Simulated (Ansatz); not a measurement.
**Pb: energy along a strain**

Pb, Fm-3m, a = 4.940 Å (as given, not relaxed at this level: 2.7 GPa). Ansatz: PBE, PAW, 420 eV, Γ-centred 16×16×16 mesh on 1 atom, Gaussian smearing 0.15 eV; no spin polarisation. Cell vectors (Å): 0.000 2.470 2.470; 2.470 0.000 2.470; 2.470 2.470 0.000. The cell is strained by x per cent times the pattern (0 0 1 0 0 0) in the order xx yy zz yz xz xy (engineering shears), with fractional coordinates held. y is the free energy over the start, V0 = 30.131 Å³/atom.

| x (%) | y (meV/atom) |
| --- | --- |
| -6.00 | 54.99 |
| -4.50 | 36.43 |
| -3.00 | 21.07 |
| -1.50 | 8.97 |
| 0.00 | 0.00 |
| 1.50 | -6.23 |
| 3.00 | -9.95 |
| 4.50 | -11.41 |
| 5.25 | ? |
| 6.00 | -10.95 |

**Question.** Fit y = c1 x + c2 x² + c3 x³ to the other rows, get the stiffness along the pattern, and predict the missing energy.

**Answer.** Least squares on the rows shown. y = −5.0643 x + 0.61333 x² − 0.012026 x³. The clamped-ion stiffness p·C·p = 2 × 6.133 eV × 160.2 / 30.131 Å³ = 65 GPa, which is C33 in these axes (C11 of the cubic crystal) (second derivative at the start, which stands under stress). At x = 5.25 the fit asked for gives -11.42 meV/atom. The run gave -11.39 meV/atom, so the fit is 0.03 meV/atom too low, within the rms miss on the fitted rows (0.06 meV/atom).

Spin–orbit coupling is left out, which can shift energies with elements as heavy as these.